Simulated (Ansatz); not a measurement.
Input and command of a calculation in Ansatz (plane waves; scalar-relativistic PAW potentials unless the input names others):

```yaml
crystal:
  lattice:
    - [4.8371701216, 0.0, 0.0]
    - [-2.4185850608, 4.1891122077, 0.0]
    - [0.0, 0.0, 4.506280248]
  atoms:
    - { symbol: C, position: [0.6666666667, 0.3333333333, 0.1839325] }
    - { symbol: C, position: [0.3333333333, 0.6666666667, 0.1839325] }
    - { symbol: C, position: [0.6666666667, 0.3333333333, 0.8160675] }
    - { symbol: C, position: [0.3333333333, 0.6666666667, 0.8160675] }
    - { symbol: C, position: [0.5, 0.5, 0.3404600926] }
    - { symbol: C, position: [0.0, 0.5, 0.3404600926] }
    - { symbol: C, position: [0.5, 0.0, 0.3404600926] }
    - { symbol: C, position: [0.5, 0.5, 0.6595399074] }
    - { symbol: C, position: [0.5, 0.0, 0.6595399074] }
    - { symbol: C, position: [0.0, 0.5, 0.6595399074] }
basis:
  ecutwfc: 420
kpoints:
  mp_grid: { grid: [12, 12, 10] }
hamiltonian:
  xc: pbe
  pseudopotentials: { kind: nc }
scf:
  occupations: { method: gaussian, width: 0.15 }
  max_iter: 75
output:
  forces: true
  eigenvalues: true
  stress: true
magnetization:
  spin_polarized: true
  spin_orbit: true
```

```bash
ansatz run input.yaml --threads 2 --pin off --max-ram 5120MiB --backend cpu --events-out ev --progress --plain --runs-dir out
```

**Question.** What is wrong with this input?

**Answer.** The program refuses it, because of spin-orbit coupling on scalar files and without noncollinear: true (magnetization: not typed → {"spin_polarized": true, "spin_orbit": true}; hamiltonian.pseudopotentials: not typed → {"kind": "nc"}). Without those keys it is accepted.

Abridged log:
```
Error: 2 input errors — fix all and re-run
  1. inconsistent input (magnetization.spin_orbit, magnetization.noncollinear): true requires noncollinear: true — spin–orbit coupling acts on 2-spinor wavefunctions; set both flags
  2. inconsistent input (magnetization.spin_orbit, hamiltonian.pseudopotentials.kind): true requires a fully-relativistic hamiltonian.pseudopotentials.kind (nc_fr or paw_fr), or kind: all_electron without datasets and azcp, which then solves Dirac's equation on LAPW. paw_fr resolves this project's PAW files (source: ansatz) by j as it reads them
```